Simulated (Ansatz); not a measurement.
Two G0W0 runs on ZnSe (Stilleite).

```cif
data_structure
_symmetry_space_group_name_H-M 'P 1'
_symmetry_Int_Tables_number 1
_cell_length_a 4.0076
_cell_length_b 4.0076
_cell_length_c 4.0076
_cell_angle_alpha 60.000
_cell_angle_beta 60.000
_cell_angle_gamma 60.000
_cell_volume 45.51
loop_
_atom_site_label
_atom_site_type_symbol
_atom_site_fract_x
_atom_site_fract_y
_atom_site_fract_z
_atom_site_occupancy
Zn1 Zn 0.00000 0.00000 0.00000 1
Se2 Se 0.25000 0.25000 0.25000 1
```

The cell and positions come from the Crystallography Open Database and are kept as given unless a step says otherwise. PAW set soft_2, made with PBE.

The first (Ansatz 0.2.0; start PBE, 6×6×6 mesh, 48 empty bands, screening to 60 eV; 1 × NVIDIA H100 80GB HBM3 (shared by 6 runs) with 3 threads of AMD EPYC 7R13 (Zen 3), shared host) gave, on its mesh: starting gap 1.29 eV, G0W0 gap 2.44 eV, RPA ε∞ (mean) 8.51, 10 s.

Q: The second changes empty bands from 48 to 135 and screening cutoff (eV) from 60 to 120. What does it give?

It gave: starting gap 1.29 eV, G0W0 gap 2.37 eV, RPA ε∞ (mean) 8.52, 19 s. The G0W0 gap moves by −0.07 eV, +0.00 eV from the start and −0.07 eV from the correction. Σc changes by −0.26 eV at the valence top and −0.33 eV at the conduction bottom, and Σx − Vxc between them by +0.00 eV.

Limits: not at the basis limit; no spin-orbit coupling.

[Paths, hosts, dates, memory and timing lines, banners, echoed tables and standing remarks are left out of the program output.]

[Logs are printed without paths, hosts, clocks, repeated set-up lines and the standing remarks that a program may print on its own settings, such as how far it seeks lower states.]

[Runs of the session that timed out or met a known fault of the program may be left out.]

[Cells called generated may have been cut or substituted from an entry of the Crystallography Open Database or the Materials Project.]

[Hosts, paths, dates, database ids (printed as entryN), source tags and the programs' standing remarks are cut or masked in the printed files.]
